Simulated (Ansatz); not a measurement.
**Stiffness of BaS from strained cells**

```yaml
crystal:
  lattice:
    - [0.00000, 3.19375, 3.19375]
    - [3.19375, 0.00000, 3.19375]
    - [3.19375, 3.19375, 0.00000]
  atoms:
    - { symbol: Ba, position: [0.00000, 0.00000, 0.00000] }
    - { symbol: S, position: [0.50000, 0.50000, 0.50000] }
```

Atom numbers follow the list: Ba1, S2.

The cell is COD entry 9008600, as deposited and not checked against the literature; nothing was relaxed.

No spin–orbit coupling, which matters for the heavy atoms here.

Method: DFT, PBEsol, all-electron LAPW, scalar-relativistic (Ansatz 0.2.0).

Settings: a Γ-centred 8×8×8 k mesh, Fermi–Dirac smearing of 0.02 eV, basis error target 0.25 meV/atom, no spin polarisation.

The unstrained cell is at -1.15 GPa. Large strains and very small stresses are left out. Each strain is applied once, with fractional coordinates held (clamped ions), and σ below is the change of stress, positive in tension. One finite strain gives stress–strain coefficients at this pressure with an error of the order of the strain times third-order constants, a few per cent for each per cent of strain.

Q: Estimate the stiffness probed by this change, and the stress that it gives: equal xy, yz and zx engineering shear strains of +1 %.

A: σxy = 0.19 GPa and γxy = 2εxy = 0.0100, so C44 (clamped ions) = σxy/γxy = 19 GPa.

Q: With equal xy, yz and zx engineering shear strains of -1 %, the run gives σxy = -0.18 GPa and γxy = 2εxy = -0.0100. Which stiffness follows?

A: C44 (clamped ions) = σxy/γxy = 18 GPa.

Q: The two estimates of C44 (clamped ions) differ. Why, and which value is best?

A: Finite strains add third-order terms, which change sign with the strain; interpolating the two linearly to zero strain gives 19 GPa, the better value.
